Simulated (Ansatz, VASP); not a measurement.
One calculation of V, two programs

File INCAR:

```
SYSTEM = V
  PREC = Accurate
  ENCUT = 520
  EDIFF = 1E-6
  ISMEAR = -1
  SIGMA = 0.1
  LREAL = .FALSE.
  LASPH = .TRUE.
  NELM = 80
  ALGO = Normal
  ISIF = 2
  LWAVE = .FALSE.
  LCHARG = .FALSE.
  NBANDS = 20
```

The input KPOINTS:

```
Automatic mesh
0
G
  16 16 8
  0 0 0
```

File POSCAR:

```
V
1.0
    2.5718035445      0.0000000000      0.0000000000
   -1.2859017723      2.2272472031      0.0000000000
    0.0000000000      0.0000000000      4.6857097632
V
2
Direct
    0.3333333333      0.6666666667      0.2500000000
    0.6666666667      0.3333333333      0.7500000000
```

Input for Ansatz:

```yaml
crystal:
  lattice:
    - [2.5718035445, 0.0, 0.0]
    - [-1.2859017723, 2.2272472031, 0.0]
    - [0.0, 0.0, 4.6857097632]
  atoms:
    - { symbol: V, position: [0.3333333333, 0.6666666667, 0.25] }
    - { symbol: V, position: [0.6666666667, 0.3333333333, 0.75] }
hamiltonian:
  xc: lda
  pseudopotentials:
    kind: paw
    azcp:
      V: "pseudopotentials/V.paw.azcp"
basis:
  ecutwfc: 420
  fft_grid_basis: typed
kpoints:
  mp_grid: { grid: [16, 16, 8], shift: [0, 0, 0] }
magnetization:
  spin_polarized: false
scf:
  occupations: { method: fermi_dirac, width: 0.1 }
  lower_state_search: "off"
output:
  stress: true
```

Alike in both runs: task single point; functional LDA; k mesh 16 × 16 × 8; occupations fermi-dirac, width 0.1 eV; no spin polarisation.

|  | VASP | Ansatz |
| --- | --- | --- |
| version | VASP 6.6.1 | Ansatz 0.2.0 |
| potentials or method | VASP PAW LDA potentials, release 64 (V_sv) | plane waves (420 eV) with PAW, scalar-relativistic |
| plane-wave cutoff (eV) | 520 | 420 |
| valence electrons in the cell | 26 | 26 |

```tsv
	VASP	Ansatz	Ansatz less VASP
pressure (GPa)	-6.7	-7.2	-0.42
```

Ansatz warned: «pseudo_functional_mismatch».
